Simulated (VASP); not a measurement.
Here is a VASP 6.6.1 calculation.

Contents of INCAR:

```
SYSTEM = TaAs
  PREC = Accurate
  ENCUT = 520
  EDIFF = 1E-7
  ISMEAR = 0
  SIGMA = 0.05
  LREAL = .False.
  LASPH = .True.
  NELM = 80
  ALGO = Normal
  ISIF = 2
  LWAVE = .False.
  LCHARG = .False.
  GGA = PE
  LOPTICS = .True.
  NBANDS = 40
  NEDOS = 3000
  CSHIFT = 0.05
  WPLASMAI = 0
  KPAR = 4
```

The input KPOINTS:

```
regular mesh
0
Gamma
  22 22 22
  0 0 0
```

Contents of POSCAR:

```
TaAs                                    
1.0
   -1.7163337839      1.7163337839      5.7978075660
    1.7163337839     -1.7163337839      5.7978075660
    1.7163337839      1.7163337839     -5.7978075660
  Ta              As            
     2     2
Direct
     0.5003060497075275    0.0003060497075274    0.5000000000000000
     0.7503060497075275    0.7503060497075275    0.0000000000000000
     0.0822933702924736    0.5822933702924736    0.5000000000000000
     0.3322933702924737    0.3322933702924737    0.0000000000000000
```

Potentials or basis: VASP PAW PBE potentials, release 64 (Ta_pv, As).

Run with:

```console
$ cat potpaw_PBE.64/Ta_pv/POTCAR potpaw_PBE.64/As/POTCAR > POTCAR
$ mpirun -np 4 vasp_std > vasp.out
```

(1) Predict the pressure.

(2) What does it give for the band gap on the k mesh?

(3) Predict the largest force.

Answers

(1) 6.0 GPa.

(2) none (metal or under the smearing width).

(3) 0.005 eV/Å.
